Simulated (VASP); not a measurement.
# Ag in VASP: notebook

One slab, Ag, is run at these levels: PBEsol; tasks: single point, relaxation of the atoms.

Program: VASP 6.6.1. These are calculated values, not measurements. Logs are shortened: lines on timing, memory, paths and dates and some standing lists are left out, and cuts for length are marked.

**1. Starting point**

The cell holds a slab with vacuum, 7 atoms: a = 2.865 Å, b = 2.865 Å, c = 27.155 Å, α = 90.00°, β = 90.00°, γ = 90.00°.

The slab is cut from a database's or a generator's crystal, which needn't be the stable form of the element.

**2. Single point, PBEsol**

The input, INCAR:

```
SYSTEM = Ag
  PREC = Accurate
  ENCUT = 520
  EDIFF = 1E-6
  ISMEAR = 1
  SIGMA = 0.1
  LREAL = .False.
  LASPH = .True.
  NELM = 80
  ALGO = Normal
  ISIF = 2
  LWAVE = .False.
  LCHARG = .False.
  LDIPOL = .True.
  IDIPOL = 3
  DIPOL = 0.5 0.5 0.500
  GGA = PS
  NBANDS = 48
  LVHAR = .True.
  LVACPOTAV = .True.
  ICORELEVEL = 1
  KPAR = 4
```

The input, KPOINTS:

```
regular mesh
0
Gamma
  13 13 1
  0 0 0
```

The input, POSCAR:

```
Ag
1.0
    2.8648615100      0.0000000000      0.0000000000
    0.0000000000      2.8648615100      0.0000000000
    0.0000000000      0.0000000000     27.1545780000
Ag
7
Direct
    0.5000000000      0.5000000000      0.2761965200
    0.0000000000      0.0000000000      0.3507976800
    0.5000000000      0.5000000000      0.4253988400
    0.0000000000      0.0000000000      0.5000000000
    0.5000000000      0.5000000000      0.5746011600
    0.0000000000      0.0000000000      0.6492023200
    0.5000000000      0.5000000000      0.7238034800
```

Potentials or basis: VASP PAW PBE potentials, release 64 (Ag).

Started as:

```
$ cat potpaw_PBE.64/Ag/POTCAR > POTCAR
$ mpirun -np 4 vasp_std > vasp.out
```

OUTCAR:

```text
SYSTEM = Ag
   PREC = Accurate
   ENCUT = 520
   EDIFF = 1E-6
   ISMEAR = 1
   LREAL = .False.
   LASPH = .True.
   NELM = 80
   ISIF = 2
   GGA = PS

 ion  position               nearest neighbor table
   1  0.500  0.500  0.276-   2 2.86   2 2.86   2 2.86   2 2.86
   2  0.000  0.000  0.351-   1 2.86   3 2.86   1 2.86   3 2.86   1 2.86   3 2.86   1 2.86   3 2.86

   3  0.500  0.500  0.425-   2 2.86   4 2.86   2 2.86   4 2.86   2 2.86   4 2.86   2 2.86   4 2.86

   4  0.000  0.000  0.500-   3 2.86   5 2.86   3 2.86   5 2.86   3 2.86   5 2.86   3 2.86   5 2.86

   5  0.500  0.500  0.575-   4 2.86   6 2.86   4 2.86   6 2.86   4 2.86   6 2.86   4 2.86   6 2.86

   6  0.000  0.000  0.649-   5 2.86   7 2.86   5 2.86   7 2.86   5 2.86   7 2.86   5 2.86   7 2.86

   7  0.500  0.500  0.724-   6 2.86   6 2.86   6 2.86   6 2.86

  LATTYP: Found a simple tetragonal cell.
 ALAT       =     2.8648615100
 C/A-ratio  =     9.4784958733

  Lattice vectors:

 A1 = (   2.8648615100,   0.0000000000,   0.0000000000)
 A2 = (   0.0000000000,   2.8648615100,   0.0000000000)
 A3 = (   0.0000000000,   0.0000000000,  27.1545780000)

Analysis of symmetry for initial positions (statically):
=====================================================================
 Subroutine PRICEL returns:
 Original cell was already a primitive cell.

 Routine SETGRP: Setting up the symmetry group for a
 simple tetragonal supercell.

 Subroutine GETGRP returns: Found 16 space group operations
 (whereof 16 operations were pure point group operations)
 out of a pool of 16 trial point group operations.

The static configuration has the point symmetry D_4h.

Analysis of symmetry for dynamics (positions and initial velocities):
=====================================================================
 Subroutine PRICEL returns:
 Original cell was already a primitive cell.

 Routine SETGRP: Setting up the symmetry group for a
 simple tetragonal supercell.

 Subroutine GETGRP returns: Found 16 space group operations
 (whereof 16 operations were pure point group operations)
 out of a pool of 16 trial point group operations.

The dynamic configuration has the point symmetry D_4h.

 Subroutine INISYM returns: Found 16 space group operations
 (whereof 16 operations are pure point group operations),
 and found     1 'primitive' translations

----------------------------------------------------------------------------------------

                                     Primitive cell

  volume of cell :     222.8693

  direct lattice vectors                    reciprocal lattice vectors
     2.864861510  0.000000000  0.000000000     0.349057013  0.000000000  0.000000000
     0.000000000  2.864861510  0.000000000     0.000000000  0.349057013  0.000000000
     0.000000000  0.000000000 27.154578000     0.000000000  0.000000000  0.036826203

  length of vectors
     2.864861510  2.864861510 27.154578000     0.349057013  0.349057013  0.036826203

  position of ions in fractional coordinates (direct lattice)
     0.500000000  0.500000000  0.276196520
     0.000000000  0.000000000  0.350797680
     0.500000000  0.500000000  0.425398840
     0.000000000  0.000000000  0.500000000
     0.500000000  0.500000000  0.574601160
     0.000000000  0.000000000  0.649202320
     0.500000000  0.500000000  0.723803480

  ion indices of the primitive-cell ions
   primitive index   ion index
                 1           1
                 2           2
                 3           3
                 4           4
                 5           5
                 6           6
                 7           7

----------------------------------------------------------------------------------------

 KPOINTS: regular mesh

Automatic generation of k-mesh.
 Grid dimensions read from file:
 generate k-points for:   13   13    1

 Generating k-lattice:

  Cartesian coordinates                     Fractional coordinates (reciprocal lattice)
     0.026850539  0.000000000  0.000000000     0.076923077  0.000000000  0.000000000
     0.000000000  0.026850539  0.000000000     0.000000000  0.076923077  0.000000000
     0.000000000  0.000000000  0.036826203     0.000000000  0.000000000  1.000000000

  Length of vectors
     0.026850539  0.026850539  0.036826203

  Shift w.r.t. Gamma in fractional coordinates (k-lattice)
     0.000000000  0.000000000  0.000000000

 Subroutine IBZKPT returns following result:
 ===========================================

 Found     28 irreducible k-points:

 Following reciprocal coordinates:
            Coordinates               Weight
  0.000000  0.000000  0.000000      1.000000
  0.076923  0.000000  0.000000      4.000000
  0.153846  0.000000  0.000000      4.000000
  0.230769  0.000000  0.000000      4.000000
  0.307692  0.000000  0.000000      4.000000
  0.384615  0.000000  0.000000      4.000000
[... 16 lines left out ...]
  0.307692  0.307692  0.000000      4.000000
  0.384615  0.307692  0.000000      8.000000
 [... further k-points ...]
   k-points           NKPTS =     28   k-points in BZ     NKDIM =     28   number of bands    NBANDS=     48
   number of dos      NEDOS =    301   number of ions     NIONS =      7
   total plane-waves  NPLWV = 120960
   dimension x,y,z NGX =    24 NGY =   24 NGZ =  210
   dimension x,y,z NGXF=    48 NGYF=   48 NGZF=  420
   ions per type =               7
   NGX,Y,Z   is equivalent  to a cutoff of  13.93, 13.93, 12.86 a.u.
   NGXF,Y,Z  is equivalent  to a cutoff of  27.85, 27.85, 25.71 a.u.
 SYSTEM =  Ag
   PREC   = accura    normal or accurate (medium, high low for compatibility)
   ISTART =      0    job   : 0-new  1-cont  2-samecut
   ICHARG =      2    charge: 1-file 2-atom 10-const
   ISPIN  =      1    spin polarized calculation?
   LNONCOLLINEAR =      F non collinear calculations
   LSORBIT =      F    spin-orbit coupling
   LASPH  =      T    aspherical Exc in radial PAW
   ENCUT  =  520.0 eV  38.22 Ry    6.18 a.u.   5.33  5.33 50.49*2*pi/ulx,y,z
   NELM   =     80;   NELMIN=  2; NELMDL= -5     # of ELM steps
   EDIFF  = 0.1E-05   stopping-criterion for ELM
   LREAL  =      F    real-space projection
   EDIFFG = 0.1E-04   stopping-criterion for IOM
   NSW    =      0    number of steps for IOM
   IBRION =     -1    ionic relax: 0-MD 1-quasi-New 2-CG
   NFREE  =      0    steps in history (QN), initial steepest desc. (CG)
   ISIF   =      2    stress and relaxation
   ISYM   =      2    0-nonsym 1-usesym 2-fastsym
   POTIM  = 0.5000    time-step for ionic-motion
   TEBEG  =    0.0;   TEEND  =   0.0 temperature during run
   PSTRESS=    0.0 pullay stress
   NELECT =      77.0000    total number of electrons
   NUPDOWN=      -1.0000    fix difference up-down
   EMIN   =  10.00;   EMAX   =-10.00  energy-range for DOS
   EFERMI =   0.00;   METHOD = LEGACY
   ISMEAR =     1;   SIGMA  =   0.10  broadening in eV -4-tet -1-fermi 0-gaus
   EFERMI_NEDOS =   21; number of points for ismear=-14 and -15
   IALGO  =     38    algorithm
   IMIX   =      4    mixing-type and parameters
     AMIX     =   0.40;   BMIX     =  1.00
     AMIX_MAG =   1.60;   BMIX_MAG =  1.00
  volume/ion in A,a.u.               =      31.84       214.86
  Fermi-wavevector in a.u.,A,eV,Ry     =   1.148740  2.170803 17.954288  1.319603
  Thomas-Fermi vector in A             =   2.285413
   LORBIT       =      0    0 simple, 1 ext, 2 COOP (PROOUT), +10 PAW based schemes
   GGA     = PS    functional components
   LHFCALC =     F    Hartree Fock is set to
   AEXX    =    0.0000 exact exchange contribution
   IVDW    =     0    specifies the selected vdW correction
   LEPSILON=     F    determine dielectric tensor
   LRPA    =     F    only Hartree local field effects (RPA)
 non-spin polarized calculation
 Methfessel and Paxton  Order N= 1 SIGMA  =   0.10
  energy-cutoff  :      520.00
  volume of cell :      222.87
 maximum number of plane-waves:      6056
 NGX is ok and might be reduce to    24
   NGX = 11   NGY = 11   NGZ =101

 dipolmoment           0.000000      0.000000      0.000000 electrons x Angstroem

 number of electron      76.9999978 magnetization

 dipolmoment           0.000000      0.000000     -0.000000 electrons x Angstroem

 Free energy of the ion-electron system (eV)
  ---------------------------------------------------
  ext. energy  EPLUGINS =         0.00000000
  ---------------------------------------------------
  free energy    TOTEN  =       -22.03766157 eV

  energy without entropy =      -22.03432800  energy(sigma->0) =      -22.03655038

 the core state eigenenergies are
   1-  1s -25319.7734  2s  -3723.4188  2p  -3338.9269  3s   -678.2676  3p   -552.0344
       3d   -353.1226  4s    -89.4040  4p    -52.8527
   2-  1s -25320.1744  2s  -3723.8465  2p  -3339.3527  3s   -678.6775  3p   -552.4443
       3d   -353.5362  4s    -89.7731  4p    -53.2107
   3-  1s -25320.2026  2s  -3723.8780  2p  -3339.3842  3s   -678.7034  3p   -552.4702
       3d   -353.5628  4s    -89.7877  4p    -53.2230
   4-  1s -25320.2263  2s  -3723.9012  2p  -3339.4074  3s   -678.7270  3p   -552.4938
       3d   -353.5864  4s    -89.8125  4p    -53.2481
   5-  1s -25320.2026  2s  -3723.8780  2p  -3339.3842  3s   -678.7034  3p   -552.4702
       3d   -353.5628  4s    -89.7877  4p    -53.2230
   6-  1s -25320.1744  2s  -3723.8465  2p  -3339.3527  3s   -678.6775  3p   -552.4443
       3d   -353.5362  4s    -89.7731  4p    -53.2107
   7-  1s -25319.7734  2s  -3723.4188  2p  -3338.9269  3s   -678.2676  3p   -552.0344
       3d   -353.1226  4s    -89.4040  4p    -52.8527

 E-fermi :   2.3926     XC(G=0):  -7.2049

 val. band max:        2.3875019809   @ k =   0.4615   0.3077   0.0000
 cond. band min:       2.3953066537   @ k =   0.4615   0.0769   0.0000
 fundamental gap:      0.0078046729
 Fermi energy:         2.3925895511

 k-point     1 :       0.0000    0.0000    0.0000
  band No.  band energies     occupation
      1      -5.4660      2.00000
      2      -4.9023      2.00000
      3      -4.1887      2.00000
      4      -4.1287      2.00000
      5      -4.0222      2.00000
      6      -3.9338      2.00000
[... 40 lines left out ...]
     47       9.5320      0.00000
     48      10.2146      0.00000
[... 1171 lines left out ...]
     47       9.8904      0.00000
     48       9.9810      0.00000

 [... further k-points ...]

------------------------ aborting loop because EDIFF is reached ----------------------------------------

  FORCE on cell =-STRESS in cart. coord.  units (eV):
  Direction    XX          YY          ZZ          XY          YZ          ZX
  --------------------------------------------------------------------------------------
  -------------------------------------------------------------------------------------
  Total       -1.9507850     -1.9507850     -0.1624332      0.0000000     -0.0000000     -0.0000000
  in kB      -14.0239275    -14.0239275     -1.1677104      0.0000000     -0.0000000     -0.0000000
  external PRESSURE =      -9.7385218 kB  Pullay stress =       0.0000000 kB

 VOLUME and BASIS-vectors are now :
 -----------------------------------------------------------------------------
  energy-cutoff  :      520.00
  volume of cell :      222.87
      direct lattice vectors                 reciprocal lattice vectors
     2.864861510  0.000000000  0.000000000     0.349057013  0.000000000  0.000000000
     0.000000000  2.864861510  0.000000000     0.000000000  0.349057013  0.000000000
     0.000000000  0.000000000 27.154578000     0.000000000  0.000000000  0.036826203

 POSITION                                       TOTAL-FORCE (eV/Angst)
 -----------------------------------------------------------------------------------
      1.43243      1.43243      7.50000         0.000000     -0.000000      0.104959
      0.00000      0.00000      9.52576         0.000000      0.000000     -0.142841
      1.43243      1.43243     11.55153         0.000000      0.000000     -0.003856
      0.00000      0.00000     13.57729         0.000000      0.000000      0.000000
      1.43243      1.43243     15.60305         0.000000     -0.000000      0.003856
      0.00000      0.00000     17.62882         0.000000      0.000000      0.142841
      1.43243      1.43243     19.65458        -0.000000      0.000000     -0.104959
 -----------------------------------------------------------------------------------
    total drift:                                0.000000     -0.000000     -0.000000

  FREE ENERGIE OF THE ION-ELECTRON SYSTEM (eV)
  ---------------------------------------------------
  free  energy   TOTEN  =       -22.0376615651 eV

  energy  without entropy=      -22.0343280030  energy(sigma->0) =      -22.03655038

 vacuum level on the upper side and lower side of the slab         6.831         6.831
```

Wall time 2.1 min (4 MPI ranks of Intel Xeon Platinum 8559C (Emerald Rapids), shared host); peak memory 0.45 GiB.

Results:

| Item | Value |
| --- | --- |
| Free energy | -22.0377 eV |
| Largest force | 0.143 eV/Å |
| Band gap on the k mesh | none (metal or under the smearing width) |
| Work function of the upper face | 4.44 eV |
| Work function of the lower face | 4.44 eV |

Forces on the atoms (eV/Å):
```
Ag   0.000  0.000  0.105
Ag   0.000  0.000 -0.143
Ag   0.000  0.000 -0.004
Ag   0.000  0.000  0.000
Ag   0.000  0.000  0.004
Ag   0.000  0.000  0.143
Ag   0.000  0.000 -0.105
```

Core levels (eV, on the scale of the bands):
```csv
atom,levels
1 Ag,"1s -25319.8, 2s -3723.4, 2p -3338.9, 3s -678.3, 3p -552.0, 3d -353.1, 4s -89.4, 4p -52.9"
2 Ag,"1s -25320.2, 2s -3723.8, 2p -3339.4, 3s -678.7, 3p -552.4, 3d -353.5, 4s -89.8, 4p -53.2"
3 Ag,"1s -25320.2, 2s -3723.9, 2p -3339.4, 3s -678.7, 3p -552.5, 3d -353.6, 4s -89.8, 4p -53.2"
4 Ag,"1s -25320.2, 2s -3723.9, 2p -3339.4, 3s -678.7, 3p -552.5, 3d -353.6, 4s -89.8, 4p -53.2"
5 Ag,"1s -25320.2, 2s -3723.9, 2p -3339.4, 3s -678.7, 3p -552.5, 3d -353.6, 4s -89.8, 4p -53.2"
6 Ag,"1s -25320.2, 2s -3723.8, 2p -3339.4, 3s -678.7, 3p -552.4, 3d -353.5, 4s -89.8, 4p -53.2"
```

Caveat: the PAW data sets were made with another functional, which shifts forces and pressure a little.

**3. Relaxation of the atoms, PBEsol**

INCAR, as its differences from that of step 2:

```diff
@@ -17,6 +17,5 @@
   GGA = PS
-  NBANDS = 48
-  LVHAR = .True.
-  LVACPOTAV = .True.
-  ICORELEVEL = 1
+  IBRION = 2
+  NSW = 80
+  EDIFFG = -0.02
   KPAR = 4
```

KPOINTS is that of step 2.

POSCAR is that of step 2.

Potentials or basis: VASP PAW PBE potentials, release 64 (Ag).

Started as:

```
$ cat potpaw_PBE.64/Ag/POTCAR > POTCAR
$ mpirun -np 4 vasp_std > vasp.out
```

It took 3.9 min on 4 MPI ranks of Intel Xeon Platinum 8559C (Emerald Rapids), shared host; peak memory 0.47 GiB.

It converged, with:

* Free energy: -22.0420 eV
* Energy gained by relaxing: 0.6 meV/atom
* Ionic steps: 6
* Largest force after relaxing: 0.007 eV/Å
* Band gap on the k mesh: none (metal or under the smearing width)

Forces in eV/Å, atoms in the order of the input:
```
Ag   0.000  0.000 -0.007
Ag   0.000  0.000 -0.005
Ag   0.000  0.000 -0.002
Ag   0.000  0.000  0.000
Ag   0.000  0.000  0.002
Ag   0.000  0.000  0.005
Ag   0.000  0.000  0.007
```

The path:
```tsv
step	energy change (eV)	largest force (eV/Å)	pressure (GPa)
1	0.0000	0.1428	-0.97
2	-0.0025	0.0858	-0.94
3	-0.0039	0.0535	-0.86
4	-0.0039	0.0522	-0.87
5	-0.0042	0.0321	-0.86
6	-0.0044	0.0070	-0.84
```

Final structure:
```cif
data_structure
_symmetry_space_group_name_H-M 'P 1'
_symmetry_Int_Tables_number 1
_cell_length_a 2.8649
_cell_length_b 2.8649
_cell_length_c 27.1546
_cell_angle_alpha 90.000
_cell_angle_beta 90.000
_cell_angle_gamma 90.000
_cell_volume 222.87
loop_
_atom_site_label
_atom_site_type_symbol
_atom_site_fract_x
_atom_site_fract_y
_atom_site_fract_z
_atom_site_occupancy
Ag1 Ag 0.50000 0.50000 0.27677 1
Ag2 Ag 0.00000 0.00000 0.35011 1
Ag3 Ag 0.50000 0.50000 0.42508 1
Ag4 Ag 0.00000 0.00000 0.50000 1
Ag5 Ag 0.50000 0.50000 0.57492 1
Ag6 Ag 0.00000 0.00000 0.64989 1
Ag7 Ag 0.50000 0.50000 0.72323 1
```

Levels at points of the mesh, in eV from the Fermi level:
| k point | band 36 | band 37 | band 38 | band 39 | band 40 | band 41 | band 42 | band 43 |
| --- | --- | --- | --- | --- | --- | --- | --- | --- |
| (0.00, 0.00, 0.00) | -2.94 | -2.93 | -2.80 | -2.80 | -2.55 | -0.95 | 0.62 | 1.40 |

Caveat: the PAW data sets were made with another functional, which shifts forces and pressure a little.

**4. Single point, PBEsol**

INCAR, as its differences from that of step 3:

```diff
@@ -17,5 +17,6 @@
   GGA = PS
-  IBRION = 2
-  NSW = 80
-  EDIFFG = -0.02
+  NBANDS = 48
+  LVHAR = .True.
+  LVACPOTAV = .True.
+  ICORELEVEL = 1
   KPAR = 4
```

KPOINTS is that of step 3.

The input, POSCAR:

```
Ag                                      
1.0
    2.8648615100      0.0000000000      0.0000000000
    0.0000000000      2.8648615100      0.0000000000
    0.0000000000      0.0000000000     27.1545780000
  Ag            
     7
Direct
     0.5000000000000000    0.5000000000000000    0.2767665276763576
     0.0000000000000000    0.0000000000000000    0.3501121694553447
     0.5000000000000000    0.5000000000000000    0.4250786499593604
     0.0000000000000000    0.0000000000000000    0.5000000000000000
     0.5000000000000000    0.5000000000000000    0.5749213500406396
     0.0000000000000000    0.0000000000000000    0.6498878305446554
     0.5000000000000000    0.5000000000000000    0.7232334723236423
```

Started as:

```
$ cat potpaw_PBE.64/Ag/POTCAR > POTCAR
$ mpirun -np 4 vasp_std > vasp.out
```

Wall time 93 s (4 MPI ranks of Intel Xeon Platinum 8559C (Emerald Rapids), shared host); peak memory 0.45 GiB.

The run converged. Its results:

```yaml
Free_energy: -22.0420 eV
Largest_force: 0.007 eV/Å
Band_gap_on_the_k_mesh: none (metal or under the smearing width)
Work_function_of_the_upper_face: 4.43 eV
Work_function_of_the_lower_face: 4.43 eV
```

Forces on the atoms (eV/Å):
```
Ag   0.000  0.000 -0.007
Ag   0.000  0.000 -0.004
Ag   0.000  0.000 -0.002
Ag   0.000  0.000  0.000
Ag   0.000  0.000  0.002
Ag   0.000  0.000  0.004
Ag   0.000  0.000  0.007
```

Levels at points of the mesh, in eV from the Fermi level:
```tsv
k point	band 35	band 36	band 37	band 38	band 39	band 40	band 41	band 42	band 43	band 44
(0.00, 0.00, 0.00)	-2.98	-2.94	-2.93	-2.80	-2.80	-2.55	-0.95	0.62	1.40	4.24
```

Core levels (eV, on the scale of the bands):
| atom | levels |
| --- | --- |
| 1 Ag | 1s -25319.8, 2s -3723.4, 2p -3338.9, 3s -678.3, 3p -552.0, 3d -353.1, 4s -89.4, 4p -52.9 |
| 2 Ag | 1s -25320.2, 2s -3723.9, 2p -3339.4, 3s -678.7, 3p -552.5, 3d -353.5, 4s -89.8, 4p -53.2 |
| 3 Ag | 1s -25320.2, 2s -3723.9, 2p -3339.4, 3s -678.7, 3p -552.5, 3d -353.5, 4s -89.8, 4p -53.2 |
| 4 Ag | 1s -25320.2, 2s -3723.9, 2p -3339.4, 3s -678.7, 3p -552.5, 3d -353.6, 4s -89.8, 4p -53.2 |
| 5 Ag | 1s -25320.2, 2s -3723.9, 2p -3339.4, 3s -678.7, 3p -552.5, 3d -353.5, 4s -89.8, 4p -53.2 |
| 6 Ag | 1s -25320.2, 2s -3723.9, 2p -3339.4, 3s -678.7, 3p -552.5, 3d -353.5, 4s -89.8, 4p -53.2 |

Caveat: the PAW data sets were made with another functional, which shifts forces and pressure a little.
